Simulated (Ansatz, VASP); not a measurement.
## One calculation of CdS, two programs

Contents of POSCAR:

```
CdS
1.0
    0.0000000000      2.7532440000      2.7532440000
    2.7532440000      0.0000000000      2.7532440000
    2.7532440000      2.7532440000      0.0000000000
Cd S
1 1
Direct
    0.0000000000      0.0000000000      0.0000000000
    0.5000000000      0.5000000000      0.5000000000
```

The input INCAR.step1:

```
ALGO = Normal
EDIFF = 1E-4
ENCUT = 520
GGA = PE
GGA_COMPAT = F
ISMEAR = -1
LASPH = T
LCHARG = F
LREAL = F
LSORBIT = T
LWAVE = T
MAGMOM = 0 0 0 0 0 0
NBANDS = 30
NELM = 150
PREC = Accurate
SIGMA = 0.05
```

The input INCAR.step2:

```
ALGO = Normal
EDIFF = 1E-7
ENCUT = 520
GGA_COMPAT = F
ISIF = 2
ISMEAR = -1
ISTART = 1
LASPH = T
LCHARG = T
LMIXTAU = T
LORBIT = 11
LORBMOM = T
LREAL = F
LSORBIT = T
LVHAR = T
LWAVE = F
MAGMOM = 0 0 0 0 0 0
METAGGA = R2SCAN
NBANDS = 30
NELM = 150
PREC = Accurate
SIGMA = 0.05
```

File KPOINTS:

```
k-points
0
Gamma
  6 6 6
```

File input.yaml:

```yaml
crystal:
  lattice:
    - [0.0, 2.753244, 2.753244]
    - [2.753244, 0.0, 2.753244]
    - [2.753244, 2.753244, 0.0]
  atoms:
    - { symbol: Cd, position: [0.0, 0.0, 0.0] }
    - { symbol: S, position: [0.5, 0.5, 0.5] }
hamiltonian:
  xc: r2scan
  pseudopotentials: { kind: paw_fr }
magnetization:
  noncollinear: true
  spin_orbit: true
kpoints:
  mp_grid: { grid: [6, 6, 6] }
  band_path:
    path:
      - [[0.0, 0.0, 0.0], [0.5, 0.0, 0.5], [0.5, 0.25, 0.75], [0.375, 0.375, 0.75], [0.0, 0.0, 0.0], [0.5, 0.5, 0.5], [0.625, 0.25, 0.625], [0.5, 0.25, 0.75], [0.5, 0.5, 0.5], [0.375, 0.375, 0.75]]
      - [[0.625, 0.25, 0.625], [0.5, 0.0, 0.5]]
    npoints: 14
scf:
  occupations: { method: fermi_dirac, width: 0.05 }
  n_extra_bands: 6
output:
  forces: true
  stress: true
  eigenvalues: true
  fatbands: true
```

Measurements of this composition are mostly on another form, of space group No. 186.

Alike in both runs: functional r2SCAN; k mesh 6 × 6 × 6; occupations fermi-dirac, width 0.05 eV; non-collinear spin, spin-orbit coupling.

|  | VASP | Ansatz |
| --- | --- | --- |
| version | VASP 6.6.1 | Ansatz 0.2.0 |
| potentials or method | VASP PAW PBE potentials, release 64 (Cd, S) | Ansatz PAW |
| plane-wave cutoff (eV) | 520 | 500 |
| valence electrons in the cell | 18 | 26 |
| task | single point | band structure |

|  | VASP | Ansatz | Ansatz less VASP |
| --- | --- | --- | --- |
| gap on the k mesh at the Fermi level (eV) | 0.72 | 0.74 | +0.018 |
| least direct gap on the mesh (eV) | 2.10 | 2.14 | +0.034 |
| pressure (GPa) | -1.8 | -2.3 | -0.42 |
| net moment per atom (μB) | 0.00 | 0.00 | 0.000 |

The functional is the same, so the differences come from potentials, cutoffs and numerics. The two sets of potentials don't hold the same shells in valence.

Caveats: the PAW data sets were made with another functional, which shifts forces and pressure a little (VASP); the PAW data sets come from PBE, with cores solved anew for the run's functional, which leaves a small shift of forces and pressure (Ansatz).
